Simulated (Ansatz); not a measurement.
## Forms of Zn₄O: one energy to predict

All numbers below come from DFT PBE, scalar-relativistic, plane waves, PAW in Ansatz 0.2.0. Settings: cutoff 420 eV, Γ-centred meshes spaced at most about 0.3 Å⁻¹, and about 0.25 Å⁻¹ or finer for metals (2π included), Gaussian smearing. No spin polarisation.

All energies are static (0 K, no zero-point motion). Rows are sorted by volume; energies count from the lowest form computed. Coordination counts Zn atoms around O (those within 1.25 times the shortest such distance or 1.15 times the sum of covalent radii, 1.27 where that leaves under three; a plus sign parts nearer from farther groups).

| row | form | source | atoms | coordination | V (Å³/atom) | gap on mesh (eV) | ΔE (meV/atom) |
| --- | --- | --- | --- | --- | --- | --- | --- |
| 1 | R-3m | invented | 5 | O 6 | 13.6 | 0 | 14 |
| 2 | Cmmm | invented | 5 | O 6 | 14.1 | 0 | ? |
| 3 | I-42m | invented | 5 | O 4 | 14.3 | 0 | 45 |
| 4 | P3m1 | invented | 5 | O 4 | 14.5 | 0 | 0 |
| 5 | P-43m | invented | 5 | O 4 | 14.5 | 0 | 81 |
| 6 | P31m | invented | 5 | O 1+3 | 19.5 | 0 | 141 |

The cell of row 2:

```cif
data_structure
_symmetry_space_group_name_H-M 'Cmmm'
_symmetry_Int_Tables_number 65
_cell_length_a 6.8915
_cell_length_b 7.1170
_cell_length_c 2.8826
_cell_angle_alpha 90.000
_cell_angle_beta 90.000
_cell_angle_gamma 90.000
_cell_volume 141.39
loop_
_atom_site_label
_atom_site_type_symbol
_atom_site_symmetry_multiplicity
_atom_site_Wyckoff_symbol
_atom_site_fract_x
_atom_site_fract_y
_atom_site_fract_z
_atom_site_occupancy
Zn1 Zn 4 i 0.50000 0.80487 0.00000 1
Zn2 Zn 4 h 0.23694 0.00000 0.50000 1
O1 O 2 a 0.00000 0.00000 0.00000 1
```

Question: Estimate the missing energy, and say where the row ranks.

Answer: 134 meV/atom, which puts it above row 5 and below row 6. Counting Zn atoms around O, row 2 has O 6 and the lowest form (row 4) has O 4.

An observed structure of this formula, if there is one, may be missing.

For metals, differences of a few meV/atom aren't resolved. Cells relaxed within their symmetry can be saddle points. Some structure types and database cells were kept out of the candidates from the start, so a known form may be missing.

Oxygen coordination alone doesn't set the energy order. The lowest form has fourfold oxygen, in keeping with the tetrahedral preference of ZnO, but sixfold R-3m lies only 14 meV/atom higher, below the other two fourfold forms. Cmmm, also sixfold, is put at 134 meV/atom. Its Zn–O contacts are nearly equal in length and not unusually long, so a badly stretched oxygen shell is an unlikely reason for the penalty.

The composition suggests another one. Oxide ions can take up only part of the zinc valence electrons, and the rest remain in Zn–Zn bonding and delocalised states, consistent with the zero gap in every row. The energy therefore probably depends as much on how the zinc atoms pack as on the oxygen site. Density is no sufficient guide either: the most open form is the highest, but the densest isn't the lowest. The ranking doesn't show that any of these forms would resist separation into zinc metal and ZnO, the familiar oxide.
